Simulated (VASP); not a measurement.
# CaF2 (Fm-3m) in VASP: notebook

The runs below take CaF2 through single point, relaxation of cell and atoms, with PBE.

Program: VASP 6.6.1. These are calculated values, not measurements. Logs are shortened: lines on timing, memory, paths and dates and some standing lists are left out, and cuts for length are marked.

## 1. Starting point

The structure is cubic, space group Fm-3m (No. 225). The conventional cell has a = 5.510 Å, b = 5.510 Å, c = 5.510 Å, α = 90.00°, β = 90.00°, γ = 90.00°. Ca (site symmetry m-3m) has 8 F at 2.39 Å as nearest neighbours. F (site symmetry -43m) is surrounded by 4 Ca at 2.39 Å.

## 2. Single point, PBE

Contents of INCAR:

```
SYSTEM = CaF2
ALGO = Normal
EDIFF = 1E-6
ENCUT = 520
GGA = PE
ISIF = 2
ISMEAR = 0
LASPH = .True.
LCHARG = .False.
LREAL = .False.
LWAVE = .False.
NBANDS = 19
NELM = 100
PREC = Accurate
SIGMA = 0.02
```

Contents of KPOINTS:

```
k-points
0
Gamma
  8 8 8
  0 0 0
```

Contents of POSCAR:

```
CaF2
1.0
    0.0000000000      2.7552183349      2.7552183349
    2.7552183349      0.0000000000      2.7552183349
    2.7552183349      2.7552183349      0.0000000000
Ca F
1 2
Direct
    0.0000000000      0.0000000000      0.0000000000
    0.2500000000      0.2500000000      0.2500000000
    0.7500000000      0.7500000000      0.7500000000
```

Potentials or basis: VASP PAW PBE potentials, release 64 (Ca_sv, F).

Launch:

```
$ cat potpaw_PBE.64/Ca_sv/POTCAR potpaw_PBE.64/F/POTCAR > POTCAR
$ mpirun -np 1 vasp_std > vasp.out
```

OUTCAR:

```text
SYSTEM = CaF2
   EDIFF = 1E-6
   ENCUT = 520
   GGA = PE
   ISIF = 2
   ISMEAR = 0
   LASPH = .True.
   LREAL = .False.
   NELM = 100
   PREC = Accurate

 ion  position               nearest neighbor table
   1  0.000  0.000  0.000-   3 2.39   3 2.39   3 2.39   2 2.39   3 2.39   2 2.39   2 2.39   2 2.39

   2  0.250  0.250  0.250-   1 2.39   1 2.39   1 2.39   1 2.39
   3  0.750  0.750  0.750-   1 2.39   1 2.39   1 2.39   1 2.39

  LATTYP: Found a face centered cubic cell.
 ALAT       =     5.5104366698

  Lattice vectors:

 A1 = (   0.0000000000,   2.7552183349,   2.7552183349)
 A2 = (   2.7552183349,   0.0000000000,   2.7552183349)
 A3 = (   2.7552183349,   2.7552183349,   0.0000000000)

Analysis of symmetry for initial positions (statically):
=====================================================================
 Subroutine PRICEL returns:
 Original cell was already a primitive cell.

 Routine SETGRP: Setting up the symmetry group for a
 face centered cubic supercell.

 Subroutine GETGRP returns: Found 48 space group operations
 (whereof 48 operations were pure point group operations)
 out of a pool of 48 trial point group operations.

The static configuration has the point symmetry O_h .

Analysis of symmetry for dynamics (positions and initial velocities):
=====================================================================
 Subroutine PRICEL returns:
 Original cell was already a primitive cell.

 Routine SETGRP: Setting up the symmetry group for a
 face centered cubic supercell.

 Subroutine GETGRP returns: Found 48 space group operations
 (whereof 48 operations were pure point group operations)
 out of a pool of 48 trial point group operations.

The dynamic configuration has the point symmetry O_h .

 Subroutine INISYM returns: Found 48 space group operations
 (whereof 48 operations are pure point group operations),
 and found     1 'primitive' translations

----------------------------------------------------------------------------------------

                                     Primitive cell

  volume of cell :      41.8310

[... 84 lines left out ...]
   ISPIN  =      1    spin polarized calculation?
   LNONCOLLINEAR =      F non collinear calculations
   LSORBIT =      F    spin-orbit coupling
   LASPH  =      T    aspherical Exc in radial PAW
   ENCUT  =  520.0 eV  38.22 Ry    6.18 a.u.   7.24  7.24  7.24*2*pi/ulx,y,z
   NELM   =    100;   NELMIN=  2; NELMDL= -5     # of ELM steps
   EDIFF  = 0.1E-05   stopping-criterion for ELM
   LREAL  =      F    real-space projection
   EDIFFG = 0.1E-04   stopping-criterion for IOM
   NSW    =      0    number of steps for IOM
   IBRION =     -1    ionic relax: 0-MD 1-quasi-New 2-CG
   NFREE  =      0    steps in history (QN), initial steepest desc. (CG)
   ISIF   =      2    stress and relaxation
   ISYM   =      2    0-nonsym 1-usesym 2-fastsym
   POTIM  = 0.5000    time-step for ionic-motion
   TEBEG  =    0.0;   TEEND  =   0.0 temperature during run
   PSTRESS=    0.0 pullay stress
   NELECT =      24.0000    total number of electrons
   NUPDOWN=      -1.0000    fix difference up-down
   EMIN   =  10.00;   EMAX   =-10.00  energy-range for DOS
   EFERMI =   0.00;   METHOD = LEGACY
   ISMEAR =     0;   SIGMA  =   0.02  broadening in eV -4-tet -1-fermi 0-gaus
   EFERMI_NEDOS =   21; number of points for ismear=-14 and -15
   IALGO  =     38    algorithm
   IMIX   =      4    mixing-type and parameters
     AMIX     =   0.40;   BMIX     =  1.00
     AMIX_MAG =   1.60;   BMIX_MAG =  1.00
  volume/ion in A,a.u.               =      13.94        94.10
  Fermi-wavevector in a.u.,A,eV,Ry     =   1.360335  2.570661 25.177737  1.850511
  Thomas-Fermi vector in A             =   2.487006
   LORBIT       =      0    0 simple, 1 ext, 2 COOP (PROOUT), +10 PAW based schemes
   GGA     = PE    functional components
   LHFCALC =     F    Hartree Fock is set to
   AEXX    =    0.0000 exact exchange contribution
   IVDW    =     0    specifies the selected vdW correction
   LEPSILON=     F    determine dielectric tensor
   LRPA    =     F    only Hartree local field effects (RPA)
 non-spin polarized calculation
 Gauss-broadening in eV      SIGMA  =   0.02
  energy-cutoff  :      520.00
  volume of cell :       41.83
 maximum number of plane-waves:      1158
 NGX is ok and might be reduce to    30
   NGX = 15   NGY = 15   NGZ = 15

 number of electron      23.9999996 magnetization

 Free energy of the ion-electron system (eV)
  ---------------------------------------------------
  ext. energy  EPLUGINS =         0.00000000
  ---------------------------------------------------
  free energy    TOTEN  =       -17.34028625 eV

  energy without entropy =      -17.34028625  energy(sigma->0) =      -17.34028625

 E-fermi :  -0.8853     XC(G=0):  -9.5009

 val. band max:       -1.1079135563   @ k =   0.5000   0.5000   0.0000
 cond. band min:       6.0144293018   @ k =   0.0000   0.0000   0.0000
 fundamental gap:      7.1223428582
 Fermi energy:        -0.8852993689

 k-point     1 :       0.0000    0.0000    0.0000
  band No.  band energies     occupation
      1     -37.2627      2.00000
      2     -20.9789      2.00000
      3     -20.2462      2.00000
      4     -18.2014      2.00000
      5     -18.2014      2.00000
      6     -18.2014      2.00000
[... 505 lines left out ...]
      6     -17.8108      2.00000
[... 11 lines left out ...]
     18      11.2222      0.00000
     19      12.7691      0.00000

 [... further k-points ...]

------------------------ aborting loop because EDIFF is reached ----------------------------------------

  FORCE on cell =-STRESS in cart. coord.  units (eV):
  Direction    XX          YY          ZZ          XY          YZ          ZX
  --------------------------------------------------------------------------------------
  -------------------------------------------------------------------------------------
  Total        0.0837100      0.0837100      0.0837100      0.0000000      0.0000000      0.0000000
  in kB        3.2061964      3.2061964      3.2061964      0.0000000      0.0000000      0.0000000
  external PRESSURE =       3.2061964 kB  Pullay stress =       0.0000000 kB

 VOLUME and BASIS-vectors are now :
 -----------------------------------------------------------------------------
  energy-cutoff  :      520.00
  volume of cell :       41.83
      direct lattice vectors                 reciprocal lattice vectors
     0.000000000  2.755218335  2.755218335    -0.181473821  0.181473821  0.181473821
     2.755218335  0.000000000  2.755218335     0.181473821 -0.181473821  0.181473821
     2.755218335  2.755218335  0.000000000     0.181473821  0.181473821 -0.181473821

 POSITION                                       TOTAL-FORCE (eV/Angst)
 -----------------------------------------------------------------------------------
      0.00000      0.00000      0.00000        -0.000000      0.000000     -0.000000
      1.37761      1.37761      1.37761         0.000000      0.000000      0.000000
      4.13283      4.13283      4.13283        -0.000000     -0.000000     -0.000000
 -----------------------------------------------------------------------------------
    total drift:                                0.000000     -0.000000      0.000000

  FREE ENERGIE OF THE ION-ELECTRON SYSTEM (eV)
  ---------------------------------------------------
  free  energy   TOTEN  =       -17.3402862468 eV

  energy  without entropy=      -17.3402862468  energy(sigma->0) =      -17.34028625
```

stdout:

```text
POSCAR found type information on POSCAR CaF
 POSCAR found :  2 types and       3 ions
 scaLAPACK will be used
 LDA part: xc-table for (Slater+PW92), standard interpolation
 POSCAR, INCAR and KPOINTS ok, starting setup
 FFT: planning ... GRIDC
 FFT: planning ... GRID_SOFT
 FFT: planning ... GRID
 WAVECAR not read
 entering main loop
```

It took 20 s on 1 thread of Intel Xeon Platinum 8488C (Sapphire Rapids), shared host; peak memory 0.17 GiB.

Results:

```
Free energy            : -17.3403 eV
Pressure               : 0.3 GPa
Band gap on the k mesh : 7.12 eV, indirect (least direct gap 7.37 eV)
```

A k mesh can miss the band edges.

## 3. Relaxation of cell and atoms, PBE

This run uses another cell than the first one, of 13.58 Å³/atom, 0.974 times its volume.

Contents of INCAR:

```
SYSTEM = CaF2
PREC = Accurate ; ENCUT = 600
EDIFF = 1E-6 ; ISMEAR = 0
SIGMA = 0.02 ; LREAL = .FALSE.
LASPH = .TRUE. ; NELM = 100
ALGO = Fast ; ISIF = 3
LWAVE = .FALSE. ; LCHARG = .FALSE.
GGA = PE ; IBRION = 2
NSW = 100 ; EDIFFG = -0.005
```

Contents of KPOINTS:

```
Automatic mesh
0
G
  8 8 8
  0 0 0
```

Contents of POSCAR:

```
CaF2
1.0
    0.0000000000      2.7312500000      2.7312500000
    2.7312500000      0.0000000000      2.7312500000
    2.7312500000      2.7312500000      0.0000000000
Ca F
1 2
Direct
    0.0000000000      0.0000000000      0.0000000000
    0.2500000000      0.2500000000      0.2500000000
    0.7500000000      0.7500000000      0.7500000000
```

Potentials or basis: VASP PAW PBE potentials, release 64 (Ca_sv, F).

Launch:

```
$ cat potpaw_PBE.64/Ca_sv/POTCAR potpaw_PBE.64/F/POTCAR > POTCAR
$ mpirun -np 1 vasp_std > vasp.out
```

It took 39 s on 1 thread of Intel Xeon Platinum 8488C (Sapphire Rapids), shared host; peak memory 0.19 GiB.

It converged, with:

```yaml
Free_energy: -17.3418 eV
Relaxed_volume: 13.97 Å³/atom
Relaxed_cell: a = 3.899 Å, b = 3.899 Å, c = 3.899 Å, α = 60.00°, β = 60.00°, γ = 60.00°
Space_group_after_relaxing_to_0.05_Å: Fm-3m (No. 225)
Energy_gained_by_relaxing: 2.8 meV/atom
Ionic_steps: 2
Pressure_after_relaxing: 0.0 GPa
Band_gap_on_the_k_mesh: 7.13 eV, indirect (least direct gap 7.39 eV)
```

Step by step:
| step | energy change (eV) | largest force (eV/Å) | pressure (GPa) | volume (Å³) |
| --- | --- | --- | --- | --- |
| 1 | 0.0000 | 0.0000 | 2.32 | 40.75 |
| 2 | -0.0083 | 0.0000 | -0.01 | 41.92 |

Final structure:
```
Ca F
1.0
     0.00000    2.75719    2.75719
     2.75719    0.00000    2.75719
     2.75719    2.75719    0.00000
Ca F
1 2
Cartesian
  0.0000 0.0000 0.0000
  1.3786 1.3786 1.3786
  4.1358 4.1358 4.1358
```

Levels at points of the mesh, in eV from the valence-band top:
| k point | band 10 | band 11 | band 12 | band 13 | band 14 | band 15 |
| --- | --- | --- | --- | --- | --- | --- |
| (0.00, 0.00, 0.00) | -0.25 | -0.25 | -0.25 | 7.13 | 9.05 | 9.05 |
| (0.50, 0.00, 0.00) | -1.20 | -0.82 | -0.82 | 9.25 | 9.25 | 9.56 |
| (0.50, 0.50, 0.00) | -0.35 | -0.35 | 0.00 | 8.04 | 9.35 | 9.93 |

## 4. Single point, PBE

This run uses another cell than the first one, of 13.58 Å³/atom, 0.974 times its volume.

Contents of INCAR:

```
SYSTEM = CaF2
PREC = Accurate ; ENCUT = 520
EDIFF = 1E-6 ; ISMEAR = 0
SIGMA = 0.1 ; LREAL = .FALSE.
LASPH = .TRUE. ; NELM = 100
ALGO = Fast ; ISIF = 2
LWAVE = .FALSE. ; LCHARG = .FALSE.
GGA = PE ; NBANDS = 19
```

Contents of KPOINTS:

```
regular mesh
0
G
  6 6 6
  0 0 0
```

POSCAR is that of step 3.

Launch:

```
$ cat potpaw_PBE.64/Ca_sv/POTCAR potpaw_PBE.64/F/POTCAR > POTCAR
$ mpirun -np 1 vasp_std > vasp.out
```

Run time: 12 s. Hardware: 1 thread of AMD EPYC 9R45 (Zen 5), shared host; peak memory 0.13 GiB.

The run converged. Its results:

| Quantity | Value |
| --- | --- |
| Free energy | -17.3290 eV |
| Pressure | 2.4 GPa |
| Band gap on the k mesh | 7.28 eV, indirect (least direct gap 7.53 eV) |

Levels at points of the mesh, in eV from the valence-band top:
| k point | band 10 | band 11 | band 12 | band 13 | band 14 | band 15 |
| --- | --- | --- | --- | --- | --- | --- |
| (0.00, 0.00, 0.00) | -0.26 | -0.26 | -0.26 | 7.28 | 9.16 | 9.16 |
| (0.50, 0.00, 0.00) | -1.24 | -0.84 | -0.84 | 9.38 | 9.38 | 9.74 |
| (0.50, 0.50, 0.00) | -0.37 | -0.37 | 0.00 | 8.11 | 9.51 | 10.08 |

## 5. Overview

```csv
task,cell,k mesh,cutoff (eV),smearing,gap on the mesh (eV),pressure (GPa)
single point,"Fm-3m, 13.94 Å³/atom",8 × 8 × 8,520,gaussian 0.02 eV,7.12,0.3
relaxation of cell and atoms,relaxed,8 × 8 × 8,600,gaussian 0.02 eV,7.13,0.0
single point,"Fm-3m, 13.58 Å³/atom",6 × 6 × 6,520,gaussian 0.1 eV,7.28,2.4
```

Alike in all rows: level PBE; potentials or basis VASP PAW PBE potentials, release 64 (Ca_sv, F); no spin polarisation.

Total energies depend on the potentials used, so only differences within one code and one set of settings carry meaning.
